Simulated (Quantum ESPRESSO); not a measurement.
# TiTe2 (P1) in Quantum ESPRESSO: reference runs

Reference runs on TiTe2: the cell as given.

Everything below comes from runs of Quantum ESPRESSO 7.5. Logs are shortened: lines on timing, memory, paths and dates and some standing lists are left out, and cuts for length are marked.

## 1. The structure

The typed cell holds 3 atoms: a = 3.699 Å, b = 3.767 Å, c = 6.437 Å, α = 90.94°, β = 89.81°, γ = 120.40°.

## 2. Single point, PBE

The input, pw.in:

```
&CONTROL
  calculation = 'scf'
  prefix = 'pwscf'
  outdir = './tmp'
  pseudo_dir = './pseudo'
  tprnfor = .true.
  tstress = .true.
  disk_io = 'nowf'
/
&SYSTEM
  ibrav = 0
  nat = 3
  ntyp = 2
  ecutwfc = 55
  ecutrho = 440
  nbnd = 19
  occupations = 'smearing'
  smearing = 'fd'
  degauss = 0.00367493
/
&ELECTRONS
  conv_thr = 6d-10
  electron_maxstep = 120
  mixing_beta = 0.5
/
ATOMIC_SPECIES
Ti    47.8670 ti_pbe_v1.4.uspp.F.UPF
Te   127.6000 Te_pbe_v1.uspp.F.UPF
CELL_PARAMETERS angstrom
   3.6984374000   -0.0328646700    0.0061647000
  -1.8776803400    3.2659251500   -0.0307179300
   0.0106058200   -0.0548997700    6.4366048000
ATOMIC_POSITIONS crystal
Ti     0.0007262800    0.0018035900    0.0253769600
Te     0.6407813300    0.3137172100    0.2584780100
Te     0.3584923900    0.6844792000    0.7161450300
K_POINTS automatic
8 8 4 0 0 0
```

Potentials or basis: SSSP 1.3 efficiency PBE.

Started as:

```sh
> OMP_NUM_THREADS=1 pw.x -in pw.in > pw.out
```

pw.out:

```text
This program is part of the open-source Quantum ESPRESSO suite
     for quantum simulation of materials; please cite
[... 6 lines left out ...]
     --------------------
     sticks:   dense  smooth     PW     G-vecs:    dense   smooth      PW
     Sum        1503     749    243                81353    28747    5159

     Using Slab Decomposition

     bravais-lattice index     =            0
     lattice parameter (alat)  =       6.9893  a.u.
     unit-cell volume          =     521.9404 (a.u.)^3
     number of atoms/cell      =            3
     number of atomic types    =            2
     number of electrons       =        24.00
     number of Kohn-Sham states=           19
     kinetic-energy cutoff     =      55.0000  Ry
     charge density cutoff     =     440.0000  Ry
     scf convergence threshold =      6.0E-10
     mixing beta               =       0.5000
     number of iterations used =            8  plain     mixing
     Exchange-correlation= SLA  PW   PBE  PBE
                           (   1   4   3   4   0   0   0)

     celldm(1)=   6.989319  celldm(2)=   0.000000  celldm(3)=   0.000000
     celldm(4)=   0.000000  celldm(5)=   0.000000  celldm(6)=   0.000000

     crystal axes: (cart. coord. in units of alat)
               a(1) = (   0.999959  -0.008886   0.001667 )
               a(2) = (  -0.507675   0.883019  -0.008305 )
               a(3) = (   0.002868  -0.014843   1.740287 )

     reciprocal axes: (cart. coord. in units 2 pi/alat)
               b(1) = (  1.005171  0.577934  0.003273 )
               b(2) = (  0.010100  1.138376  0.009693 )
               b(3) = ( -0.000915  0.004879  0.574661 )

     PseudoPot. # 1 for Ti read from file:
     ti_pbe_v1.4.uspp.F.UPF
     Pseudo is Ultrasoft + core correction, Zval = 12.0
     Generated by new atomic code, or converted to UPF format
     Using radial grid of  851 points,  6 beta functions with:
                l(1) =   0
                l(2) =   0
                l(3) =   1
                l(4) =   1
                l(5) =   2
                l(6) =   2
     Q(r) pseudized with  6 coefficients,  rinner =    1.000   1.000   1.000
                                                       1.000   1.000

     PseudoPot. # 2 for Te read from file:
     Te_pbe_v1.uspp.F.UPF
     Pseudo is Ultrasoft + core correction, Zval =  6.0
     Generated by new atomic code, or converted to UPF format
     Using radial grid of  891 points,  5 beta functions with:
                l(1) =   0
                l(2) =   0
                l(3) =   1
                l(4) =   1
                l(5) =   2
     Q(r) pseudized with  6 coefficients,  rinner =    1.800   1.800   1.800
                                                       1.800   1.800

     atomic species   valence    mass     pseudopotential
     Ti               12.00    47.86700     Ti( 1.00)
     Te                6.00   127.60000     Te( 1.00)

     No symmetry found

   Cartesian axes

     site n.     atom                  positions (alat units)
         1        Ti     tau(   1) = (  -0.0001166   0.0012095   0.0441494  )
         2        Te     tau(   2) = (   0.4822300   0.2674878   0.4482884  )
         3        Te     tau(   3) = (   0.0130384   0.5905928   1.2412104  )

     number of k points=   132  Fermi-Dirac smearing, width (Ry)=  0.0037

     Number of k-points >= 100: set verbosity='high' to print them.

     Dense  grid:    81353 G-vectors     FFT dimensions: (  48,  48,  81)

     Smooth grid:    28747 G-vectors     FFT dimensions: (  36,  36,  60)

     Initial potential from superposition of free atoms

     starting charge      22.9995, renormalised to      24.0000

     negative rho (up, down):  1.139E-03 0.000E+00
     Starting wfcs are   18 randomized atomic wfcs +    1 random wfcs

     Self-consistent Calculation

     iteration #  1     ecut=    55.00 Ry     beta= 0.50
     Davidson diagonalization with overlap
     ethr =  1.00E-02,  avg # of iterations =  4.5

     negative rho (up, down):  4.362E-04 0.000E+00

     total energy              =    -171.61627429 Ry
     estimated scf accuracy    <       1.31307422 Ry

     iteration #  2     ecut=    55.00 Ry     beta= 0.50
     Davidson diagonalization with overlap
     ethr =  5.47E-03,  avg # of iterations =  2.9

     negative rho (up, down):  5.406E-04 0.000E+00

     total energy              =    -172.02752018 Ry
     estimated scf accuracy    <       5.25029740 Ry

     iteration #  3     ecut=    55.00 Ry     beta= 0.50
     Davidson diagonalization with overlap
     ethr =  5.47E-03,  avg # of iterations =  2.0

     negative rho (up, down):  5.374E-04 0.000E+00

     total energy              =    -172.41585768 Ry
     estimated scf accuracy    <       0.42973892 Ry

     iteration #  4     ecut=    55.00 Ry     beta= 0.50
     Davidson diagonalization with overlap
     ethr =  1.79E-03,  avg # of iterations =  1.2

     negative rho (up, down):  4.863E-04 0.000E+00

     total energy              =    -172.45603034 Ry
     estimated scf accuracy    <       0.42092379 Ry

     iteration #  5     ecut=    55.00 Ry     beta= 0.50
     Davidson diagonalization with overlap
     ethr =  1.75E-03,  avg # of iterations =  1.0

     negative rho (up, down):  9.173E-04 0.000E+00

     total energy              =    -172.20313823 Ry
     estimated scf accuracy    <       0.65582551 Ry

     iteration #  6     ecut=    55.00 Ry     beta= 0.50
     Davidson diagonalization with overlap
     ethr =  1.75E-03,  avg # of iterations =  2.5

     negative rho (up, down):  5.256E-04 0.000E+00

     total energy              =    -172.26798501 Ry
     estimated scf accuracy    <       1.42887931 Ry

     iteration #  7     ecut=    55.00 Ry     beta= 0.50
     Davidson diagonalization with overlap
     ethr =  1.75E-03,  avg # of iterations =  1.2

     negative rho (up, down):  5.453E-04 0.000E+00

     total energy              =    -172.37229317 Ry
     estimated scf accuracy    <       0.00383430 Ry

     iteration #  8     ecut=    55.00 Ry     beta= 0.50
     Davidson diagonalization with overlap
     ethr =  1.60E-05,  avg # of iterations =  7.4

     negative rho (up, down):  4.719E-04 0.000E+00

     total energy              =    -172.35751821 Ry
     estimated scf accuracy    <       0.07541988 Ry

     iteration #  9     ecut=    55.00 Ry     beta= 0.50
     Davidson diagonalization with overlap
     ethr =  1.60E-05,  avg # of iterations =  3.4

     negative rho (up, down):  4.774E-04 0.000E+00

     total energy              =    -172.36984607 Ry
     estimated scf accuracy    <       0.01980346 Ry

     iteration # 10     ecut=    55.00 Ry     beta= 0.50
     Davidson diagonalization with overlap
     ethr =  1.60E-05,  avg # of iterations =  1.2

     negative rho (up, down):  4.901E-04 0.000E+00

     total energy              =    -172.36992509 Ry
     estimated scf accuracy    <       0.00270976 Ry

     iteration # 11     ecut=    55.00 Ry     beta= 0.50
     Davidson diagonalization with overlap
     ethr =  1.13E-05,  avg # of iterations =  1.4

     negative rho (up, down):  4.896E-04 0.000E+00

     total energy              =    -172.37035915 Ry
     estimated scf accuracy    <       0.00033773 Ry

     iteration # 12     ecut=    55.00 Ry     beta= 0.50
     Davidson diagonalization with overlap
     ethr =  1.41E-06,  avg # of iterations =  1.6

     negative rho (up, down):  4.871E-04 0.000E+00

     total energy              =    -172.37031476 Ry
     estimated scf accuracy    <       0.00029135 Ry

     iteration # 13     ecut=    55.00 Ry     beta= 0.50
     Davidson diagonalization with overlap
     ethr =  1.21E-06,  avg # of iterations =  1.1

     negative rho (up, down):  4.878E-04 0.000E+00

     total energy              =    -172.37033131 Ry
     estimated scf accuracy    <       0.00000925 Ry

     iteration # 14     ecut=    55.00 Ry     beta= 0.50
     Davidson diagonalization with overlap
     ethr =  3.85E-08,  avg # of iterations =  1.8

     negative rho (up, down):  4.878E-04 0.000E+00

     total energy              =    -172.37033228 Ry
     estimated scf accuracy    <       0.00000016 Ry

     iteration # 15     ecut=    55.00 Ry     beta= 0.50
     Davidson diagonalization with overlap
     ethr =  6.82E-10,  avg # of iterations =  2.6

     negative rho (up, down):  4.877E-04 0.000E+00

     total energy              =    -172.37033226 Ry
     estimated scf accuracy    <       0.00000042 Ry

     iteration # 16     ecut=    55.00 Ry     beta= 0.50
     Davidson diagonalization with overlap
     ethr =  6.82E-10,  avg # of iterations =  1.4

     negative rho (up, down):  4.877E-04 0.000E+00

     total energy              =    -172.37033230 Ry
     estimated scf accuracy    <          1.2E-09 Ry

     iteration # 17     ecut=    55.00 Ry     beta= 0.50
     Davidson diagonalization with overlap
     ethr =  4.97E-12,  avg # of iterations =  4.6

     negative rho (up, down):  4.877E-04 0.000E+00

     total energy              =    -172.37033230 Ry
     estimated scf accuracy    <          8.1E-10 Ry

     iteration # 18     ecut=    55.00 Ry     beta= 0.50
     Davidson diagonalization with overlap
     ethr =  3.37E-12,  avg # of iterations =  1.2

     negative rho (up, down):  4.876E-04 0.000E+00

     End of self-consistent calculation

     Number of k-points >= 100: set verbosity='high' to print the bands.

     the Fermi energy is     8.5694 ev

!    total energy              =    -172.37033230 Ry
     estimated scf accuracy    <          5.6E-11 Ry
     smearing contrib. (-TS)   =      -0.00095248 Ry
     internal energy E=F+TS    =    -172.36937982 Ry

     The total energy is F=E-TS. E is the sum of the following terms:
     one-electron contribution =     -77.35280553 Ry
     hartree contribution      =      47.02319578 Ry
     xc contribution           =     -47.03826339 Ry
     ewald contribution        =     -95.00150668 Ry

     convergence has been achieved in  18 iterations

     negative rho (up, down):  4.876E-04 0.000E+00

     Forces acting on atoms (cartesian axes, Ry/au):

     atom    1 type  1   force =    -0.01788206   -0.02154700   -0.11361722
     atom    2 type  2   force =     0.02405814    0.02888527    0.06223557
     atom    3 type  2   force =    -0.00617608   -0.00733827    0.05138165

     Total force =     0.147348     Total SCF correction =     0.000030

     Computing stress (Cartesian axis) and pressure

     negative rho (up, down):  4.876E-04 0.000E+00
          total   stress  (Ry/bohr**3)                   (kbar)     P=       38.49
   0.00040880   0.00008946   0.00015923           60.14       13.16       23.42
   0.00008946   0.00017341   0.00020743           13.16       25.51       30.51
   0.00015923   0.00020743   0.00020279           23.42       30.51       29.83

=------------------------------------------------------------------------------=
   JOB DONE.
=------------------------------------------------------------------------------=
```

It took 2.1 min on 1 thread of Intel Xeon 6975P-C (Granite Rapids), shared host; peak memory 0.46 GiB.

What came out:

```yaml
Free_energy: -2345.2178 eV
Pressure: 3.8 GPa
Largest_force: 3.009 eV/Å
Band_gap_on_the_k_mesh: none (metal or under the smearing width)
```

Forces in eV/Å, atoms in the order of the input:
```
Ti  -0.460 -0.554 -2.921
Te   0.619  0.743  1.600
Te  -0.159 -0.189  1.321
```

Levels at points of the mesh, in eV from the Fermi level:
| k point | band 9 | band 10 | band 11 | band 12 | band 13 | band 14 | band 15 | band 16 |
| --- | --- | --- | --- | --- | --- | --- | --- | --- |
| (0.00, 0.00, 0.00) | -1.83 | -0.29 | 0.36 | 0.41 | 1.20 | 1.23 | 1.28 | 2.84 |
| (0.00, 0.00, -0.50) | -1.82 | -1.78 | 0.34 | 0.37 | 0.81 | 0.99 | 1.13 | 3.44 |
| (0.00, -0.50, 0.00) | -2.99 | -2.59 | -2.11 | -0.79 | 0.04 | 1.17 | 1.49 | 2.08 |
| (0.00, -0.50, -0.50) | -2.51 | -2.28 | -1.11 | -0.29 | -0.07 | 1.18 | 1.49 | 2.54 |
| (-0.50, 0.00, 0.00) | -3.08 | -2.26 | -2.09 | -1.04 | -0.08 | 1.16 | 1.50 | 2.28 |
| (-0.50, 0.00, -0.50) | -2.65 | -2.30 | -1.25 | -0.56 | -0.28 | 1.16 | 1.46 | 2.33 |
| (-0.50, -0.50, 0.00) | -2.98 | -2.54 | -2.04 | -0.83 | -0.01 | 1.16 | 1.49 | 2.17 |
| (-0.50, -0.50, -0.50) | -2.48 | -2.20 | -1.25 | -0.33 | -0.17 | 1.17 | 1.46 | 2.44 |

Caveat: forces of over 1 eV/Å show positions far from the minimum, so gaps and moduli don't describe the material at rest.
